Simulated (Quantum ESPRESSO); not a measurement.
Crystal: BeTe.

```
CELL_PARAMETERS angstrom
0.00000 2.77000 2.77000
2.77000 0.00000 2.77000
2.77000 2.77000 0.00000
ATOMIC_POSITIONS crystal
Te 0.75000 0.75000 0.75000
Be 0.00000 0.00000 0.00000
```

```yaml
Program: Quantum ESPRESSO 7.5
Task: single point
Functional: PBE
Potentials_or_basis: SSSP 1.3 efficiency PBE
Cutoff: 748 eV
Density_cutoff: 5987 eV
k_mesh: 8 × 8 × 8
Occupations: fermi-dirac, width 0.05 eV
Spin: no spin polarisation
```

On this cell: pressure 4.5 GPa; largest force zero by symmetry; band gap on the k mesh 1.81 eV, indirect (least direct gap 3.57 eV).

The same run follows on a disturbed copy (atoms moved at random, drawn with an rms of 0.05 Å):

```xyz
2
Lattice="0.0000 2.7700 2.7700 2.7700 0.0000 2.7700 2.7700 2.7700 0.0000" Properties=species:S:1:pos:R:3 pbc="T T T"
Te    4.1278    4.1159    4.1877
Be   -0.0315    0.0191   -0.0231
```

Question: What does the disturbed cell give?

Answer: The energy moves by +12.7 meV/atom; pressure 4.7 GPa; largest force 0.631 eV/Å; band gap on the k mesh 1.53 eV, indirect (least direct gap 3.17 eV).

Forces on the atoms (eV/Å):
```
Te   0.043  0.455 -0.436
Be  -0.043 -0.455  0.436
```

Stress tensor (GPa, compression positive):
```
 4.76  1.30 -1.35
 1.30  4.66 -0.12
-1.35 -0.12  4.66
```

Caveats: spin-orbit coupling is left out, which moves the levels of the heavy elements.

A k mesh can miss the band edges.
